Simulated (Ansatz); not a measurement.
# GaN at several levels of theory

One geometry, relaxed with PBE, and single points on it; plane waves with PAW potentials in Ansatz, scalar-relativistic unless the row names spin-orbit coupling. No spin polarisation. Meshes are on the primitive cell of 4 atoms. Gaps are the least over mesh and band path; pressure is positive in compression. Smearing is Gaussian, 0.02 eV. Stresses of the hybrids are converged loosely, to a few tenths of a GPa.

```cif
data_structure
_symmetry_space_group_name_H-M 'P 1'
_symmetry_Int_Tables_number 1
_cell_length_a 3.2184
_cell_length_b 3.2184
_cell_length_c 5.2430
_cell_angle_alpha 90.000
_cell_angle_beta 90.000
_cell_angle_gamma 120.000
_cell_volume 47.03
loop_
_atom_site_label
_atom_site_type_symbol
_atom_site_fract_x
_atom_site_fract_y
_atom_site_fract_z
_atom_site_occupancy
Ga1 Ga 0.33333 0.66667 0.99913 1
Ga2 Ga 0.66667 0.33333 0.49913 1
N1 N 0.33333 0.66667 0.37587 1
N2 N 0.66667 0.33333 0.87587 1
```

| level | cutoff (eV) | k mesh | gap (eV) | pressure (GPa) | rough cost with bands (core-min) |
| --- | --- | --- | --- | --- | --- |
| HSE06 | 420 | 6×6×4 | 2.94 | -6.2 | 8 |

What does PBE0 give on the same cell?

```json
{"level": "PBE0", "cutoff (eV)": "420", "k mesh": "6×6×4", "gap (eV)": "3.63", "pressure (GPa)": "-6.4", "rough cost with bands (core-min)": "8"}
```